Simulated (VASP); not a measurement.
## From an Ansatz input to VASP: BeTe (strained zincblende)

Ansatz input

```yaml
crystal:
  lattice:
    - [0.0, 2.9134823342, 2.7623335089]
    - [2.9134823342, 0.0, 2.7623335089]
    - [2.9134823342, 2.9134823342, 0.0]
  atoms:
    - { symbol: Be, position: [0.0, 0.0, 0.0] }
    - { symbol: Te, position: [0.25, 0.25, 0.25] }
kpoints:
  mp_grid: { grid: [8, 8, 8] }
  band_path:
    path:
      - [0.0, 0.0, 0.0]
      - [-0.5, -0.5, 0.0]
      - [-0.375, -0.375, 0.25]
      - [-0.375, 0.0, 0.375]
      - [0.0, 0.0, 0.5]
      - [-0.5, -0.25, 0.25]
    npoints: 1
hamiltonian:
  xc: r2scan
scf:
  occupations: { method: fixed }
  n_extra_bands: 4
output:
  forces: true
  stress: true
  eigenvalues: true
```

Write VASP inputs for this cell and level of theory.



INCAR

```
ENCUT = 520
METAGGA = R2SCAN
NBANDS = 11
LCHARG = .FALSE.
EDIFF = 1E-7
NSW = 0
LREAL = .FALSE.
ALGO = Normal
ISIF = 2
LASPH = .TRUE.
SIGMA = 0.01
LWAVE = .FALSE.
IBRION = -1
PREC = Accurate
NELM = 120
ISMEAR = 0
```

KPOINTS

```
KPOINTS created by Atomic Simulation Environment
0
Gamma
8 8 8
0 0 0
```

KPOINTS_OPT

```
special points
6
Reciprocal
0.0000000000 0.0000000000 0.0000000000 1
-0.5000000000 -0.5000000000 0.0000000000 1
-0.3750000000 -0.3750000000 0.2500000000 1
-0.3750000000 0.0000000000 0.3750000000 1
0.0000000000 0.0000000000 0.5000000000 1
-0.5000000000 -0.2500000000 0.2500000000 1
```

POSCAR

```
Be Te
 1.0000000000000000
     0.0000000000000000    2.9134823341999998    2.7623335088999998
     2.9134823341999998    0.0000000000000000    2.7623335088999998
     2.9134823341999998    2.9134823341999998    0.0000000000000000
 Be  Te
   1   1
Cartesian
  0.0000000000000000  0.0000000000000000  0.0000000000000000
  1.4567411670999999  1.4567411670999999  1.3811667544500001
```

VASP ran with the recommended PBE PAW datasets (8 valence electrons in the cell). Other inputs would serve too.

|  | Ansatz | VASP |
| --- | --- | --- |
| gap between bands v and c | 2.06 eV | 2.06 eV |
| least direct gap | 3.85 eV | 3.84 eV |
| pressure | -2.0 GPa | -1.8 GPa |

Datasets and cutoffs are each program's own. VASP's cell holds 8 valence electrons and Ansatz's 18. Ansatz's stress includes a Pulay correction; VASP's doesn't.
